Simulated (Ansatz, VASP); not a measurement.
**One calculation of TePb, 3 ways**

The starting cell:

```
CELL_PARAMETERS angstrom
0.00000 3.23100 3.23100
3.23100 0.00000 3.23100
3.23100 3.23100 0.00000
ATOMIC_POSITIONS crystal
Pb 0.00000 0.00000 0.00000
Te 0.50000 0.50000 0.50000
```

Alike in all runs: task relaxation of cell and atoms; functional PBE; dispersion D3(BJ); k mesh 7 × 7 × 7; occupations fermi-dirac, width 0.05 eV; no spin polarisation; no spin-orbit coupling.

```csv
program and potentials,plane-wave cutoff (eV),notes,equilibrium volume (Å³/atom)
"Ansatz, Ansatz PAW",420,15 valence electrons an atom on average,33.86
"VASP, PBE PAW files Pb_d, Te, 600 eV",600,10 valence electrons an atom on average,33.82
"Ansatz, all-electron LAPW, scalar-relativistic",-,-,33.87
```

The equilibrium volume spans 33.82 (VASP, PBE PAW files Pb_d, Te, 600 eV) to 33.87 Å³/atom (Ansatz, all-electron LAPW, scalar-relativistic), with all-electron results at 33.87. Relaxations stop with a little pressure left, so the last digit of a volume isn't settled.

The functional is the same throughout but for its coding, so the spread measures potentials, basis and numerics; runs on potential files found faulty are left out.
